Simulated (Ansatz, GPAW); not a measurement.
# One calculation of Sn, 3 ways

```xyz
2
Lattice="0.0000 3.2333 3.2333 3.2333 0.0000 3.2333 3.2333 3.2333 0.0000" Properties=species:S:1:pos:R:3 pbc="T T T"
Sn    4.8500    4.8500    4.8500
Sn    3.2333    3.2333    3.2333
```

This isn't the form of Sn at room conditions, which is tetragonal (white tin).

Alike in all runs: task band structure; functional BLYP; k mesh 7 × 7 × 7; occupations fermi-dirac, width 0.05 eV; no spin polarisation; no spin-orbit coupling. Pressure is positive in compression and, in plane waves, holds the error of the finite cutoff, which Ansatz's Pulay term estimates and takes out.

| program and potentials | plane-wave cutoff (eV) | notes | pressure (GPa) |
| --- | --- | --- | --- |
| Ansatz, Ansatz PAW | 420 | potentials made for PBE, which Ansatz adapts in part; Pulay term of +0.02 GPa included | 6.48 |
| Ansatz, all-electron LAPW, scalar-relativistic | - | - | 6.48 |
| GPAW, PAW data sets generated for this functional | 600 | - | 6.12 |

The pressure spans 6.12 (GPAW, PAW data sets generated for this functional) to 6.48 GPa (Ansatz, all-electron LAPW, scalar-relativistic), with all-electron results at 6.48. Some sets were made for another functional than the one run, which can shift their rows.

Differences between rows come from potentials, basis sets and numerical settings, since the functional is the same but for its coding. Runs on potential files found faulty are left out.
